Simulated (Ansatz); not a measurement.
# How far is this InAs from the hull?

These are results of Ansatz, DFT PBE, scalar-relativistic, plane waves, PAW, not measurements. Settings: cutoff 420 eV, Γ-centred meshes spaced at most about 0.3 Å⁻¹, and about 0.25 Å⁻¹ or finer for metals (2π included), Gaussian smearing. No spin polarisation.

The zero of energy is the elements' standard structures at the same level; no fitted shifts are applied.

All energies are static (0 K, no zero-point motion). The reference form of As is held partly by dispersion forces, which this level lacks.

The competitors are the elements and 2 reference phases of this chemical system (from databases or known types: In3As, InAs), relaxed at the same level; other known phases may be missing.

The candidate was reached from: random cell.

```cif
data_structure
_symmetry_space_group_name_H-M 'P6/mmm'
_symmetry_Int_Tables_number 191
_cell_length_a 3.0399
_cell_length_b 3.0399
_cell_length_c 5.7960
_cell_angle_alpha 90.000
_cell_angle_beta 90.000
_cell_angle_gamma 120.000
_cell_volume 46.38
loop_
_atom_site_label
_atom_site_type_symbol
_atom_site_symmetry_multiplicity
_atom_site_Wyckoff_symbol
_atom_site_fract_x
_atom_site_fract_y
_atom_site_fract_z
_atom_site_occupancy
In1 In 1 a 0.00000 0.00000 0.00000 1
As1 As 1 b 0.00000 0.00000 0.50000 1
```

Question: Where does it stand against these competitors?

Answer: Not the lowest form: another structure of the same formula lies lower. Its formation energy is 0.164 eV/atom. The lowest competing phase at this composition is this:

| phase | space group | source | share of atoms | ΔE_f (eV/atom) |
| --- | --- | --- | --- | --- |
| InAs | F-43m (No. 216) | Materials Project | 1.0000 | -0.244 |

The candidate lies 0.41 eV/atom above this phase. The candidate matches no cell in the subsets of the Crystallography Open Database and the Materials Project at hand. The margin is far too high for a likely synthesis.
